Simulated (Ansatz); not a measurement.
Consider SrF2 in the fluorite structure (space group Fm-3m, No. 225).

```
CELL_PARAMETERS angstrom
      0.00000     2.92864     2.92864
      2.92864     0.00000     2.92864
      2.92864     2.92864     0.00000
ATOMIC_POSITIONS crystal
  Sr 0.00000 0.00000 0.00000
  F  0.25000 0.25000 0.25000
  F  0.75000 0.75000 0.75000
```

Cartesian axes are those of the cell as printed.

Computed with DFT with PBE, PAW potentials and a 420 eV plane-wave cutoff in Ansatz (a program for electronic structure), without spin-orbit coupling.

Strains are applied to the cell and any free atomic positions relax; under biaxial strain the out-of-plane vector relaxes too; under stress the whole cell relaxes.

One change was made to it. Results:

```json
[
 {"quantity": "valley order (the lowest conduction-band minima on the path, energy above the VBM, named in the base's zone)", "base": "Γ 6.78 eV; X along ⟨100⟩ 8.11 eV", "after": "Γ 6.62 eV; X along [001] 7.97 eV; X along [100] 8.00 eV"},
 {"quantity": "energy relative to the base (free energy F)", "base": "0 meV/atom", "after": "+4.9 meV/atom"}
]
```

Name the change that was made.
A. isotropic strain −1.03 %
B. biaxial strain −1.56 %, plane normal [110], relaxed out of plane
C. uniaxial stress, 3 GPa tension along z

C, uniaxial stress, 3 GPa tension along z. For comparison, the valley order in the other runs: biaxial strain −1.56 %, plane normal [110], relaxed out of plane gives Γ 6.83 eV; X along [010] 8.11 eV; X along [001] 8.12 eV; isotropic strain −1.03 % gives Γ 6.95 eV; X along ⟨100⟩ 8.20 eV.

The levels and masses belong to the bands next to the band gap. Beyond what the load breaks, stability against distortions was not tested.
